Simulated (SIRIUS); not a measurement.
Set up this calculation in SIRIUS 7.10.0, as an ASE script.

```yaml
Task: relaxation of cell and atoms
Functional: revPBE
Dispersion: D3
Potentials_or_basis: PseudoDojo 0.4.1 PBE standard (scalar relativistic)
Cutoff: 1152 eV
Density_cutoff: 4606 eV
k_mesh: 6 × 6 × 6
Occupations: fermi-dirac, width 0.05 eV
Spin: no spin polarisation
Libxc_names: "[\"XC_GGA_X_PBE_R\", \"XC_GGA_C_PBE\"]"
Energy_tol: 1e-08 Ha
Density_tol: 1e-06
Mixer: anderson
Mixing_beta: 0.7
Max_scf: 100
Radial_cutoff_for_the_potentials'_integrals: 6.5 bohr
Optimizer: BFGS
Fmax: 0.02 eV/Å
Max_steps: 30
Target_pressure: 0 GPa
```

The structure of TiC lies in TiC.cif:

```cif
data_TiC
_cell_length_a 3.06278896
_cell_length_b 3.06278896
_cell_length_c 3.06278896
_cell_angle_alpha 60.00000000
_cell_angle_beta 60.00000000
_cell_angle_gamma 60.00000000
_space_group_name_H-M_alt 'P1'
_space_group_name_Hall 'P 1'
_space_group_IT_number 1
loop_
_space_group_symop_operation_xyz
'x,y,z'
loop_
_atom_site_label
_atom_site_type_symbol
_atom_site_symmetry_multiplicity
_atom_site_Wyckoff_symbol
_atom_site_fract_x
_atom_site_fract_y
_atom_site_fract_z
_atom_site_occupancy
Ti1 Ti 1 a 0.0000000000 0.0000000000 0.0000000000 1
C1 C 1 a 0.5000000000 0.5000000000 0.5000000000 1
```

The cell is a database's computed one.

These files were run (other wordings do the same):

run.py

```python
import json, subprocess
import numpy as np
from ase import Atoms
from ase.io import read
from ase.calculators.calculator import Calculator, all_changes
from ase.units import Bohr, Hartree, GPa
from ase.calculators.mixing import SumCalculator
from dftd3.ase import DFTD3
from ase.optimize import BFGS
from ase.filters import FrechetCellFilter

class Sirius(Calculator):
    """Writes sirius.json, runs sirius.scf and reads out.json."""
    implemented_properties = ["energy", "free_energy", "forces", "stress", "magmom"]

    def __init__(self, config, files):
        super().__init__()
        self.config, self.files, self.calls = config, files, 0

    def calculate(self, atoms=None, properties=["energy"], system_changes=all_changes):
        super().calculate(atoms, properties, system_changes)
        symbols = atoms.get_chemical_symbols()
        types = list(dict.fromkeys(symbols))
        order = [i for t in types for i, s in enumerate(symbols) if s == t]
        frac = atoms.get_scaled_positions(wrap=False)
        m = atoms.get_initial_magnetic_moments()
        m = m if m.ndim == 2 else np.c_[0 * m, 0 * m, m]
        spin = self.config["parameters"]["num_mag_dims"] > 0
        rows = {t: [list(frac[i]) + (list(m[i]) if spin else []) for i in order if symbols[i] == t] for t in types}
        cell = {"lattice_vectors": (atoms.cell[:] / Bohr).tolist(), "atom_types": types, "atom_files": self.files, "atoms": rows}
        json.dump({**self.config, "unit_cell": cell}, open("sirius.json", "w"), indent=1)
        self.calls += 1
        with open(f"sirius_{self.calls:03d}.out", "w") as log:
            subprocess.run(["sirius.scf", "--input=sirius.json", "--output=out.json"], stdout=log, stderr=subprocess.STDOUT, check=True)
        gs = json.load(open("out.json"))["ground_state"]
        if not gs["converged"]:
            raise RuntimeError("SCF did not converge")
        self.results = {"energy": gs["energy"]["free"] * Hartree, "free_energy": gs["energy"]["free"] * Hartree}
        if "forces" in gs:
            f = np.zeros((len(atoms), 3))
            f[order] = np.array(gs["forces"]) * Hartree / Bohr
            self.results["forces"] = f
        if "stress" in gs:
            s = np.array(gs["stress"]) * Hartree / Bohr**3
            self.results["stress"] = s.flat[[0, 4, 8, 5, 2, 1]]
        if spin:
            self.results["magmom"] = gs["magnetisation"]["total"][2]

atoms = read("TiC.cif")

config = {
    "control": {
        "processing_unit": 'cpu',
        "verbosity": 1,
        "print_forces": True,
        "print_stress": True,
    },
    "parameters": {
        "electronic_structure_method": 'pseudopotential',
        "xc_functionals": ['XC_GGA_X_PBE_R', 'XC_GGA_C_PBE'],
        "gk_cutoff": 9.2,
        "pw_cutoff": 18.4,
        "ngridk": [6, 6, 6],
        "shiftk": [0, 0, 0],
        "smearing": 'fermi_dirac',
        "smearing_width": 0.0018374661,
        "num_bands": 15,
        "num_mag_dims": 0,
        "num_dft_iter": 100,
        "energy_tol": 1e-08,
        "density_tol": 1e-06,
    },
    "iterative_solver": {
        "type": 'davidson',
        "min_tolerance": 1e-09,
        "tolerance_scale": [0.1, 0.25],
    },
    "mixer": {
        "type": 'anderson',
        "beta": 0.7,
        "max_history": 8,
    },
    "settings": {
        "tol_ne": 1e-10,
        "pseudo_grid_cutoff": 6.5,
    },
}
dft = Sirius(config, {'Ti': 'Ti.json', 'C': 'C.json'})
atoms.calc = SumCalculator([dft, DFTD3(method="revpbe", damping="d3zero")])
results = {"symbols": atoms.get_chemical_symbols(), "cell": atoms.cell[:].tolist(), "frac": atoms.get_scaled_positions(wrap=False).tolist(), "steps": []}

def note():
    results["steps"].append({"energy": atoms.get_potential_energy(), "cell": atoms.cell[:].tolist(), "positions": atoms.positions.tolist(),
                             "forces": atoms.get_forces().tolist(), "stress": atoms.get_stress().tolist()})
    json.dump(results, open("results.json", "w"))

opt = BFGS(FrechetCellFilter(atoms, scalar_pressure=0.0 * GPa))
opt.attach(note)
results["converged"] = bool(opt.run(fmax=0.02, steps=30))
print("converged:", results["converged"])
print("cell parameters:", atoms.cell.cellpar().round(5))
print("volume per atom (A^3):", round(atoms.get_volume() / len(atoms), 4))
print(atoms.get_scaled_positions().round(6))
json.dump(results, open("results.json", "w"))
```

Potentials or basis: PseudoDojo 0.4.1 PBE standard (scalar relativistic).

Run with:

```console
$ upf_to_json Ti.upf
$ upf_to_json C.upf
$ OMP_NUM_THREADS=1 python run.py
```

It gave:

```
Relaxed volume                         : 9.88 Å³/atom
Relaxed cell                           : a = 3.035 Å, b = 3.035 Å, c = 3.035 Å, α = 60.00°, β = 60.00°, γ = 60.00°
Space group after relaxing (to 0.05 Å) : Fm-3m (No. 225)
Energy gained by relaxing              : 5.6 meV/atom
Ionic steps                            : 3
Pressure after relaxing                : 0.1 GPa
Band gap on the k mesh                 : none (metal or under the smearing width)
Dispersion energy per atom             : -0.532 eV
```

Caveat: the k mesh is coarse (spacing up to 0.42 Å⁻¹), so the values aren't converged; the potentials were made for another functional, which shifts forces and pressure; pairwise dispersion overbinds metals, which lowers pressure and volume.

Wall time 38 s on 1 thread of Arm Neoverse V1, with other jobs on the host, peak memory 0.22 GiB.
